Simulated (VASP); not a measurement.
# Be (P1) in VASP: notebook

One crystal, Be, is run at these levels: PBE; tasks: single point.

Program: VASP 6.6.1. These are calculated values, not measurements. Logs are shortened: lines on timing, memory, paths and dates and some standing lists are left out, and cuts for length are marked.

**1. Starting point**

The typed cell holds 36 atoms: a = 7.092 Å, b = 7.092 Å, c = 7.409 Å, α = 90.00°, β = 90.00°, γ = 120.00°.

The cell was built by a generator and needn't be a form met in nature.

**2. Single point, PBE**

Input file INCAR:

```
PREC = Accurate ; ENCUT = 520
EDIFF = 1E-6 ; ISMEAR = -1
SIGMA = 0.36 ; LREAL = Auto
LASPH = T ; NELM = 80
ALGO = Fast ; ISIF = 2
LWAVE = F ; LCHARG = T
GGA = PE ; LELF = T
LVHAR = T ; NBANDS = 60
```

Input file KPOINTS:

```
Automatic mesh
0
Gamma
  2 2 2
```

Input file POSCAR:

```
Be
1.0
    7.0917640000      0.0000000000      0.0000000000
   -3.5458820000      6.1416480000      0.0000000000
    0.0000000000      0.0000000000      7.4085300000
Be
36
Direct
    0.0116849514      0.0049823761     -0.0003239509
    0.1365152837      0.3238218797      0.2251458791
   -0.0333152935     -0.0288684731      0.5050394613
    0.0083911006      0.1832570020      0.7516875817
   -0.0366699820      0.3382642574      0.0271443863
    0.1428568615      0.5744712168      0.2396561801
   -0.0261644720      0.3465844998      0.4835102240
    0.0100257524      0.4941507556      0.7450195923
    0.1119320737      0.7827377929     -0.0845241904
    0.1156428367      0.9764317330      0.2046424864
   -0.0619647389      0.6124740461      0.4558799114
    0.1341252885      0.9544832267      0.7227479675
    0.4818297031      0.1361360990     -0.0203684132
    0.4235314058      0.2038377973      0.2627781760
    0.3814231676      0.0284451339      0.5031902415
    0.4906684798      0.2951325117      0.7581800978
    0.2915298801      0.3135640467      0.0030235418
    0.5246534677      0.5201861129      0.2654372730
    0.3268213672      0.3055206029      0.5001666997
    0.4212689861      0.5694888408      0.7127594813
    0.3583296723      0.6776845563      0.0233109672
    0.4393482655      0.9120027719      0.2494556950
    0.3850212770      0.6330385590      0.4535447653
    0.4056225398      0.8482739486      0.7578426489
    0.6533016651     -0.0690205626      0.0397379777
    0.7919084885      0.2423453770      0.2409249878
    0.6440993353     -0.0467301285      0.5146095109
    0.6898837990      0.1439678731      0.7274857495
    0.7158932375      0.4353066148      0.0226360695
    0.8451416250      0.5507642248      0.2270625887
    0.6405987662      0.3394854280      0.4947540200
    0.8657133388      0.6714647274      0.7874166670
    0.5760948620      0.6237739447     -0.0221906370
    0.7151502598      0.8297447200      0.2930135938
    0.6939051080      0.7167782979      0.5172956039
    0.7756560740      0.9018263502      0.8057333911
```

Potentials or basis: VASP PAW PBE potentials, release 64 (Be).

On the command line:

```
$ cat potpaw_PBE.64/Be/POTCAR > POTCAR
$ mpirun -np 1 vasp_std > vasp.out
```

OUTCAR:

```text
PREC = Accurate
   ENCUT = 520
   EDIFF = 1E-6
   ISMEAR = -1
   LREAL = Auto
   LASPH = T
   NELM = 80
   ISIF = 2
   GGA = PE

 ion  position               nearest neighbor table
   1  0.012  0.005  1.000-  10 1.74  36 2.04  17 2.09   9 2.12   4 2.24  12 2.32  25 2.34
   2  0.137  0.324  0.225-   6 1.76   5 1.95  17 2.00  26 2.22   7 2.28
   3  0.967  0.971  0.505-  35 1.87  12 2.04  34 2.21  27 2.23   4 2.29
   4  0.008  0.183  0.752-  36 1.89  28 2.14   8 2.20  12 2.22   1 2.24   3 2.29   7 2.37
   5  0.963  0.338  0.027-  26 1.90   2 1.95  29 2.18   6 2.18   8 2.31
   6  0.143  0.574  0.240-   2 1.76  30 2.03  21 2.08   5 2.18  23 2.22  22 2.26  11 2.27   7 2.32

   7  0.974  0.347  0.484-  11 2.03  26 2.12   8 2.16   2 2.28   6 2.32  31 2.34   4 2.37
   8  0.010  0.494  0.745-  32 2.00   7 2.16   9 2.20   4 2.20   5 2.31  28 2.39
   9  0.112  0.783  0.915-  32 1.79  12 1.83   1 2.12   8 2.20  24 2.22  21 2.36
  10  0.116  0.976  0.205-   1 1.74  14 2.01
  11  0.938  0.612  0.456-  30 1.79   7 2.03  31 2.05  35 2.24   6 2.27
  12  0.134  0.954  0.723-   9 1.83  32 2.02   3 2.04   4 2.22  15 2.25   1 2.32
  13  0.482  0.136  0.980-  29 1.96  16 1.97  14 2.24  17 2.27  25 2.36  28 2.36
  14  0.424  0.204  0.263-  18 1.98  10 2.01  15 2.11  22 2.13  19 2.14  31 2.18  13 2.24
  15  0.381  0.028  0.503-  31 2.05  14 2.11  22 2.17  27 2.18  19 2.18  12 2.25  24 2.33
  16  0.491  0.295  0.758-  13 1.97  31 2.17  28 2.17  19 2.26  20 2.26  17 2.34
  17  0.292  0.314  0.003-   2 2.00   1 2.09  33 2.12  13 2.27  16 2.34  21 2.39
  18  0.525  0.520  0.265-  34 1.93  14 1.98  23 2.09  30 2.19  33 2.22  19 2.27  35 2.28
  19  0.327  0.306  0.500-  31 2.12  14 2.14  23 2.17  15 2.18  16 2.26  18 2.27  20 2.28
  20  0.421  0.569  0.713-  23 2.02  24 2.06  33 2.19  35 2.22  16 2.26  19 2.28
  21  0.358  0.678  0.023-  33 1.80  25 1.96   6 2.08  22 2.22  24 2.24   9 2.36  17 2.39
  22  0.439  0.912  0.249-  25 2.13  14 2.13  15 2.17  21 2.22   6 2.26  34 2.33  23 2.36  27 2.37
[... 16 lines left out ...]
  34  0.715  0.830  0.293-  35 1.82  18 1.93  27 2.04  25 2.13   3 2.21  22 2.33  23 2.36
  35  0.694  0.717  0.517-  34 1.82   3 1.87  27 1.88  23 2.02  20 2.22  11 2.24  18 2.28
  36  0.776  0.902  0.806-   4 1.89  25 2.00  32 2.03   1 2.04  28 2.17  33 2.17

  LATTYP: Found a hexagonal cell.
 ALAT       =     7.0917640000
 C/A-ratio  =     1.0446667430

  Lattice vectors:

 A1 = (   7.0917640000,   0.0000000000,   0.0000000000)
 A2 = (  -3.5458820000,   6.1416480000,   0.0000000000)
 A3 = (   0.0000000000,   0.0000000000,   7.4085300000)

Analysis of symmetry for initial positions (statically):
=====================================================================
 Subroutine PRICEL returns:
 Original cell was already a primitive cell.

 Routine SETGRP: Setting up the symmetry group for a
 hexagonal supercell.

 Subroutine GETGRP returns: Found  1 space group operations
 (whereof  1 operations were pure point group operations)
 out of a pool of 24 trial point group operations.

The static configuration has the point symmetry C_1 .

Analysis of symmetry for dynamics (positions and initial velocities):
=====================================================================
 Subroutine PRICEL returns:
 Original cell was already a primitive cell.

 Routine SETGRP: Setting up the symmetry group for a
 hexagonal supercell.

 Subroutine GETGRP returns: Found  1 space group operations
 (whereof  1 operations were pure point group operations)
 out of a pool of 24 trial point group operations.

The dynamic configuration has the point symmetry C_1 .

 Subroutine INISYM returns: Found  1 space group operations
 (whereof  1 operations are pure point group operations),
 and found     1 'primitive' translations

----------------------------------------------------------------------------------------

                                     Primitive cell

  volume of cell :     322.6794

  direct lattice vectors                    reciprocal lattice vectors
     7.091764000  0.000000000  0.000000000     0.141008640  0.081411374  0.000000000
    -3.545882000  6.141648000  0.000000000     0.000000000  0.162822747  0.000000000
     0.000000000  0.000000000  7.408530000     0.000000000  0.000000000  0.134979544

  length of vectors
     7.091764000  7.091764189  7.408530000     0.162822752  0.162822747  0.134979544

  position of ions in fractional coordinates (direct lattice)
     0.011684951  0.004982376  0.999676049
     0.136515284  0.323821880  0.225145879
     0.966684706  0.971131527  0.505039461
     0.008391101  0.183257002  0.751687582
     0.963330018  0.338264257  0.027144386
     0.142856862  0.574471217  0.239656180
[... 28 lines left out ...]
     0.693905108  0.716778298  0.517295604
     0.775656074  0.901826350  0.805733391

  ion indices of the primitive-cell ions
   primitive index   ion index
                 1           1
                 2           2
                 3           3
                 4           4
                 5           5
                 6           6
[... 28 lines left out ...]
                35          35
                36          36

----------------------------------------------------------------------------------------

 KPOINTS: Automatic mesh

Automatic generation of k-mesh.
 Grid dimensions read from file:
 generate k-points for:    2    2    2

 Generating k-lattice:

  Cartesian coordinates                     Fractional coordinates (reciprocal lattice)
     0.070504320  0.040705687  0.000000000     0.500000000 -0.000000000  0.000000000
     0.000000000  0.081411374  0.000000000     0.000000000  0.500000000  0.000000000
     0.000000000  0.000000000  0.067489772     0.000000000  0.000000000  0.500000000

  Length of vectors
     0.081411376  0.081411374  0.067489772

  Shift w.r.t. Gamma in fractional coordinates (k-lattice)
     0.000000000  0.000000000  0.000000000

 Subroutine IBZKPT returns following result:
 ===========================================

 Found      8 irreducible k-points:

 Following reciprocal coordinates:
            Coordinates               Weight
  0.000000  0.000000  0.000000      1.000000
  0.500000  0.000000  0.000000      1.000000
  0.000000  0.500000  0.000000      1.000000
  0.500000  0.500000  0.000000      1.000000
  0.000000  0.000000  0.500000      1.000000
  0.500000  0.000000  0.500000      1.000000
  0.000000  0.500000  0.500000      1.000000
  0.500000  0.500000  0.500000      1.000000
   k-points           NKPTS =      8   k-points in BZ     NKDIM =      8   number of bands    NBANDS=     60
   number of dos      NEDOS =    301   number of ions     NIONS =     36
   total plane-waves  NPLWV = 163296
   dimension x,y,z NGX =    54 NGY =   54 NGZ =   56
   dimension x,y,z NGXF=   108 NGYF=  108 NGZF=  112
   ions per type =              36
   NGX,Y,Z   is equivalent  to a cutoff of  12.66, 12.66, 12.57 a.u.
   NGXF,Y,Z  is equivalent  to a cutoff of  25.32, 25.32, 25.13 a.u.
 SYSTEM =  unknown system
   PREC   = accura    normal or accurate (medium, high low for compatibility)
   ISTART =      0    job   : 0-new  1-cont  2-samecut
   ICHARG =      2    charge: 1-file 2-atom 10-const
   ISPIN  =      1    spin polarized calculation?
   LNONCOLLINEAR =      F non collinear calculations
   LSORBIT =      F    spin-orbit coupling
   LASPH  =      T    aspherical Exc in radial PAW
   ENCUT  =  520.0 eV  38.22 Ry    6.18 a.u.  13.19 13.19 13.77*2*pi/ulx,y,z
   NELM   =     80;   NELMIN=  2; NELMDL= -5     # of ELM steps
   EDIFF  = 0.1E-05   stopping-criterion for ELM
   LREAL  =      T    real-space projection
   EDIFFG = 0.1E-04   stopping-criterion for IOM
   NSW    =      0    number of steps for IOM
   IBRION =     -1    ionic relax: 0-MD 1-quasi-New 2-CG
   NFREE  =      0    steps in history (QN), initial steepest desc. (CG)
   ISIF   =      2    stress and relaxation
   ISYM   =      2    0-nonsym 1-usesym 2-fastsym
   POTIM  = 0.5000    time-step for ionic-motion
   TEBEG  =    0.0;   TEEND  =   0.0 temperature during run
   PSTRESS=    0.0 pullay stress
   NELECT =      72.0000    total number of electrons
   NUPDOWN=      -1.0000    fix difference up-down
   EMIN   =  10.00;   EMAX   =-10.00  energy-range for DOS
   EFERMI =   0.00;   METHOD = LEGACY
   ISMEAR =    -1;   SIGMA  =   0.36  broadening in eV -4-tet -1-fermi 0-gaus
   EFERMI_NEDOS =   21; number of points for ismear=-14 and -15
   IALGO  =     68    algorithm
   IMIX   =      4    mixing-type and parameters
     AMIX     =   0.40;   BMIX     =  1.00
     AMIX_MAG =   1.60;   BMIX_MAG =  1.00
  volume/ion in A,a.u.               =       8.96        60.49
  Fermi-wavevector in a.u.,A,eV,Ry     =   0.992953  1.876409 13.414734  0.985955
  Thomas-Fermi vector in A             =   2.124801
   LORBIT       =      0    0 simple, 1 ext, 2 COOP (PROOUT), +10 PAW based schemes
   GGA     = PE    functional components
   LHFCALC =     F    Hartree Fock is set to
   AEXX    =    0.0000 exact exchange contribution
   IVDW    =     0    specifies the selected vdW correction
   LEPSILON=     F    determine dielectric tensor
   LRPA    =     F    only Hartree local field effects (RPA)
 non-spin polarized calculation
 RMM-DIIS sequential band-by-band and
  energy-cutoff  :      520.00
  volume of cell :      322.68
 maximum number of plane-waves:      8704
 NGX is ok and might be reduce to    54
   NGX = 27   NGY = 27   NGZ = 27

 number of electron      72.0000000 magnetization

 Free energy of the ion-electron system (eV)
  ---------------------------------------------------
  ext. energy  EPLUGINS =         0.00000000
  ---------------------------------------------------
  free energy    TOTEN  =      -118.10616494 eV

  energy without entropy =     -114.73790154  energy(sigma->0) =     -116.42203324

 E-fermi :   5.5591     XC(G=0): -10.1223

 val. band max:        5.4973347194   @ k =   0.0000   0.0000   0.0000
 cond. band min:       5.5893762436   @ k =   0.5000   0.5000   0.0000
 fundamental gap:      0.0920415243
 Fermi energy:         5.5591142966

 k-point     1 :       0.0000    0.0000    0.0000
  band No.  band energies     occupation
      1      -4.7539      2.00000
      2      -2.9161      2.00000
      3      -2.7700      2.00000
      4      -2.2151      2.00000
      5      -1.9939      2.00000
      6      -1.7894      2.00000
[... 397 lines left out ...]
     47       8.2161      0.00125
     48       8.3933      0.00076
 [bands above 48 left out]

------------------------ aborting loop because EDIFF is reached ----------------------------------------

  FORCE on cell =-STRESS in cart. coord.  units (eV):
  Direction    XX          YY          ZZ          XY          YZ          ZX
  --------------------------------------------------------------------------------------
  -------------------------------------------------------------------------------------
  Total        6.3427110     17.1246753      3.4037193     -5.7589165      0.9940915      6.4546020
  in kB       31.4930167     85.0279458     16.9002482    -28.5943431      4.9358926     32.0485813
  external PRESSURE =      44.4737369 kB  Pullay stress =       0.0000000 kB

 VOLUME and BASIS-vectors are now :
 -----------------------------------------------------------------------------
  energy-cutoff  :      520.00
  volume of cell :      322.68
      direct lattice vectors                 reciprocal lattice vectors
     7.091764000  0.000000000  0.000000000     0.141008640  0.081411374  0.000000000
    -3.545882000  6.141648000  0.000000000     0.000000000  0.162822747  0.000000000
     0.000000000  0.000000000  7.408530000     0.000000000  0.000000000  0.134979544

 POSITION                                       TOTAL-FORCE (eV/Angst)
 -----------------------------------------------------------------------------------
      0.06520      0.03060      7.40613        -2.466810      0.065301     -2.714364
     -0.18010      1.98880      1.66800         2.785970     -3.103329      1.774781
      3.41198      5.96435      3.74160         0.512737      1.736262     -0.448700
     -0.59030      1.12550      5.56890         0.900713      2.144649     -0.300778
      5.63226      2.07750      0.20110         0.457543      0.568198     -2.652771
     -1.02390      3.52820      1.77550        -2.224692      2.272719      0.877902
[... 28 lines left out ...]
      2.37940      4.40220      3.83240         1.082498     -3.911763      1.721025
      2.30300      5.53870      5.96930        -0.994368     -1.561746     -1.809165
 -----------------------------------------------------------------------------------
    total drift:                               -0.001760     -0.001164     -0.000072

  FREE ENERGIE OF THE ION-ELECTRON SYSTEM (eV)
  ---------------------------------------------------
  free  energy   TOTEN  =      -118.1061649440 eV

  energy  without entropy=     -114.7379015446  energy(sigma->0) =     -116.42203324
```

It took 4.8 min on 1 thread of Intel Xeon Platinum 8488C (Sapphire Rapids), shared host; peak memory 0.41 GiB.

What came out:

* Free energy: -118.1062 eV
* Pressure: 4.4 GPa
* Largest force: 5.037 eV/Å
* Band gap on the k mesh: none (metal or under the smearing width)

Forces on the atoms (eV/Å):
```
Be  -2.467  0.065 -2.714
Be   2.786 -3.103  1.775
Be   0.513  1.736 -0.449
Be   0.901  2.145 -0.301
Be   0.458  0.568 -2.653
Be  -2.225  2.273  0.878
Be   1.046 -0.416  0.492
Be   0.796  0.189 -0.083
Be   2.850 -1.134  3.996
Be   1.961 -1.379  2.861
Be   0.909  2.349  2.826
Be   0.029  1.548 -0.693
Be   0.027 -3.195  0.768
Be   0.698  0.370 -0.408
Be  -0.515 -0.586  0.485
Be  -0.491  0.627 -0.200
Be   0.939  0.461 -0.880
Be  -0.141 -0.925 -0.750
Be  -0.766 -0.341  0.286
Be   0.341 -1.005  1.253
Be  -2.601 -1.049 -0.197
Be  -0.107  0.082 -0.143
Be  -1.908  0.517 -0.663
Be  -0.492  0.509  0.076
Be   0.078  2.278 -0.002
Be  -1.108 -1.447  0.682
Be  -0.793  1.193 -0.016
Be  -0.042  1.778  1.113
Be  -0.528 -1.305 -2.881
Be  -1.285  1.718  0.327
Be   0.641  0.305 -0.354
Be  -3.322 -1.480 -1.621
Be   3.286  0.156 -0.653
Be   0.444  1.975 -2.065
Be   1.082 -3.912  1.721
Be  -0.994 -1.562 -1.809
```

Caveat: the k mesh is coarse (spacing up to 0.51 Å⁻¹), so the values aren't converged; forces of over 1 eV/Å show positions far from the minimum, so gaps and moduli don't describe the material at rest.

[end of part 1 of 2]
